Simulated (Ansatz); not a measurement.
Geometry optimisation in Ansatz: input, command and trajectory.

```yaml
crystal:
  lattice:
    - [2.8876553519, 0.0, 0.0]
    - [-1.443827676, 2.5007828921, 0.0]
    - [0.0, 0.0, 5.855216887]
  atoms:
    - { symbol: Ta, position: [0.0, 0.0, 0.0] }
    - { symbol: Ta, position: [0.0, 0.0, 0.5] }
    - { symbol: "N", position: [0.3333333333, 0.6666666667, 0.25] }
    - { symbol: "N", position: [0.6666666667, 0.3333333333, 0.75] }
basis:
  ecutwfc: 420
kpoints:
  mp_grid: { grid: [18, 18, 8] }
hamiltonian:
  xc: pbe
scf:
  occupations: { method: gaussian, width: 0.1 }
output:
  forces: true
  stress: true
  eigenvalues: true
relax:
  adjacent_minimum: "off"
  f_tol: 0.01
  max_steps: 30
  cell: { stress_tol: 0.1, fix: [volume] }
```

```bash
ansatz run input.yaml --threads 1 --pin off --max-ram 2560MiB --backend cpu --events-out ev --progress --plain --runs-dir out
```

Computed with DFT PBE, scalar-relativistic, plane waves, PAW (Ansatz 0.2.0).

The volume is held at 0.97 times that of the relaxed cell.

Of 4 frames 3 are shown, positions in Å and forces in eV/Å; the SCF threshold varies from step to step. Steps run on the plane waves of an earlier cell, with a Pulay correction in the pressure. The basis is chosen afresh for the last frame, the zero of the energies, and at times for earlier ones too; energy and pressure step there, also at an unchanged geometry. The mark taken_back stands on steps that the optimiser undid.

```xyz
4
Lattice="2.8877 0.0000 0.0000 -1.4438 2.5008 0.0000 0.0000 0.0000 5.8552" Properties=species:S:1:pos:R:3:forces:R:3 pbc="T T T" step=1 free_energy_over_end_meV_per_atom=0.09 pressure_GPa=10.69
Ta    0.0000    0.0000    0.0000    0.0000    0.0000    0.0000
Ta    0.0000    0.0000    2.9276    0.0000    0.0000    0.0000
N     0.0000    1.6672    1.4638    0.0000    0.0000    0.0000
N     1.4438    0.8336    4.3914    0.0000    0.0000    0.0000
4
Lattice="2.8804 0.0000 0.0000 -1.4402 2.4945 0.0000 0.0000 0.0000 5.8847" Properties=species:S:1:pos:R:3:forces:R:3 pbc="T T T" step=2 free_energy_over_end_meV_per_atom=0.40 pressure_GPa=10.43 taken_back
Ta    0.0000    0.0000    0.0000    0.0000    0.0000    0.0000
Ta    0.0000    0.0000    2.9423    0.0000    0.0000    0.0000
N     0.0000    1.6630    1.4712    0.0000    0.0000    0.0000
N     1.4402    0.8315    4.4135    0.0000    0.0000    0.0000
4
Lattice="2.8854 0.0000 0.0000 -1.4427 2.4989 0.0000 0.0000 0.0000 5.8643" Properties=species:S:1:pos:R:3:forces:R:3 pbc="T T T" step=4 free_energy_over_end_meV_per_atom=0.00 pressure_GPa=10.61
Ta    0.0000    0.0000    0.0000    0.0000    0.0000    0.0000
Ta    0.0000    0.0000    2.9321    0.0000    0.0000    0.0000
N     0.0000    1.6659    1.4661    0.0000    0.0000    0.0000
N     1.4427    0.8330    4.3982    0.0000    0.0000    0.0000
```

The run took 37 s on 1 thread of Arm Neoverse V1, with other jobs on the host, peak memory 0.42 GiB.

Spin–orbit coupling is left out, which can shift energies with elements as heavy as these.